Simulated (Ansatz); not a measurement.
# TePb: the cost of one run

Code: Ansatz 0.2.0. PAW datasets, plane waves, zero pressure. Computed at 0 K without zero-point motion; spin polarisation is off.

## (1) The system as given

The symmetry is Fm-3m (No. 225, cubic); a = 6.462 Å in the conventional setting, 33.73 Å³ an atom. Near Te stand 6 Pb at 3.23 Å; near Pb stand 6 Te at 3.23 Å.

Structure file:

```cif
data_structure
_symmetry_space_group_name_H-M 'Fm-3m'
_symmetry_Int_Tables_number 225
_cell_length_a 6.4620
_cell_length_b 6.4620
_cell_length_c 6.4620
_cell_angle_alpha 90.000
_cell_angle_beta 90.000
_cell_angle_gamma 90.000
_cell_volume 269.84
loop_
_atom_site_label
_atom_site_type_symbol
_atom_site_symmetry_multiplicity
_atom_site_Wyckoff_symbol
_atom_site_fract_x
_atom_site_fract_y
_atom_site_fract_z
_atom_site_occupancy
Te1 Te 4 b 0.50000 0.00000 0.00000 1
Pb1 Pb 4 a 0.00000 0.00000 0.00000 1
```

## (2) Relaxation with PBE

File input.yaml:

```yaml
crystal:
  lattice:
    - [0.0, 3.231, 3.231]
    - [3.231, 0.0, 3.231]
    - [3.231, 3.231, 0.0]
  atoms:
    - { symbol: Te, position: [0.5, 0.5, 0.5] }
    - { symbol: Pb, position: [0.0, 0.0, 0.0] }
kpoints:
  mp_grid: { grid: [6, 6, 6] }
hamiltonian:
  xc: pbe
scf:
  occupations: { method: fermi_dirac, width: 0.02 }
relax:
  f_tol: 0.005
  cell: {}
```

On the command line:

```bash
> ansatz run input.yaml --threads 2 --pin off --max-ram 2211MiB --backend cpu --events-out ev --progress --plain --runs-dir out
```

What time and memory should one allow on 2 threads of Intel Xeon 6975P-C (Granite Rapids), shared host?

About 2.2 s, with a peak of 0.4 GiB.
